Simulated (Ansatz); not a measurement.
Wanted: the native input for an Ansatz 0.2.0 run.

| Item | Value |
| --- | --- |
| Task | relaxation of cell and atoms |
| Functional | LDA |
| Potentials or basis | Ansatz PAW |
| Cutoff | 420 eV (not typed: the program's choice for these potentials) |
| k mesh | 7 × 7 × 4 |
| Occupations | fermi-dirac, width 0.05 eV |
| Spin | no spin polarisation |

Crystal: Si2Mo.

```
Mo Si
1.0
     4.58547    0.00000    0.00000
    -2.29274    3.97113    0.00000
     0.00000    0.00000    6.57976
Mo Si
3 6
Direct
  0.50000 0.50000 0.83333
  0.00000 0.50000 0.16667
  0.50000 0.00000 0.50000
  0.16387 0.32775 0.50000
  0.67225 0.83613 0.16667
  0.83613 0.16387 0.83333
  0.83613 0.67225 0.50000
  0.32775 0.16387 0.16667
  0.16387 0.83613 0.83333
```

Measurements of this composition are mostly on another form, of space group No. 139.

These files were run (other wordings do the same):

input.yaml

```yaml
crystal:
  lattice:
    - [4.5854715599, 0.0, 0.0]
    - [-2.29273578, 3.9711348592, 0.0]
    - [0.0, 0.0, 6.5797601]
  atoms:
    - { symbol: Mo, position: [0.5, 0.5, 0.8333333333] }
    - { symbol: Mo, position: [0.0, 0.5, 0.1666666667] }
    - { symbol: Mo, position: [0.5, 0.0, 0.5] }
    - { symbol: Si, position: [0.16387298, 0.32774596, 0.5] }
    - { symbol: Si, position: [0.67225404, 0.83612702, 0.1666666667] }
    - { symbol: Si, position: [0.83612702, 0.16387298, 0.8333333333] }
    - { symbol: Si, position: [0.83612702, 0.67225404, 0.5] }
    - { symbol: Si, position: [0.32774596, 0.16387298, 0.1666666667] }
    - { symbol: Si, position: [0.16387298, 0.83612702, 0.8333333333] }
hamiltonian:
  xc: lda
  pseudopotentials: { kind: paw }
kpoints:
  mp_grid: { grid: [7, 7, 4] }
scf:
  occupations: { method: fermi_dirac, width: 0.05 }
output:
  forces: true
  stress: true
  eigenvalues: true
relax:
  f_tol: 0.01
  max_steps: 40
  cell: { stress_tol: 0.05 }
```

Potentials or basis: Ansatz PAW.

Command:

```sh
$ ansatz run input.yaml --threads 4 --pin off --max-ram 11264MiB --backend cpu --events-out ev --progress --plain --runs-dir out
```

It gave:

```yaml
Relaxed_volume: 13.01 Å³/atom
Relaxed_cell: a = 4.551 Å, b = 4.551 Å, c = 6.531 Å, α = 90.00°, β = 90.00°, γ = 120.00°
Space_group_after_relaxing_to_0.05_Å: P6_222 (No. 180)
Energy_gained_by_relaxing: 4.8 meV/atom
Ionic_steps: 5
Pressure_after_relaxing: 0.0 GPa
Band_gap_on_the_k_mesh: 0.24 eV, indirect (least direct gap 0.62 eV)
```

Caveat: odd divisions of the mesh miss points on the zone boundary, where band edges often lie, so the gap on the mesh can be too wide; the plane-wave basis is chosen anew once the cell has moved, so the energies of steps on either side of that aren't comparable; the PAW data sets come from PBE, with cores solved anew for the run's functional, which leaves a small shift of forces and pressure.

Run time: 25 s on 4 threads of Intel(R) Xeon(R) Processor @ 2.50GHz (Skylake/Cascade Lake), on a shared host, peak memory 0.5 GiB.
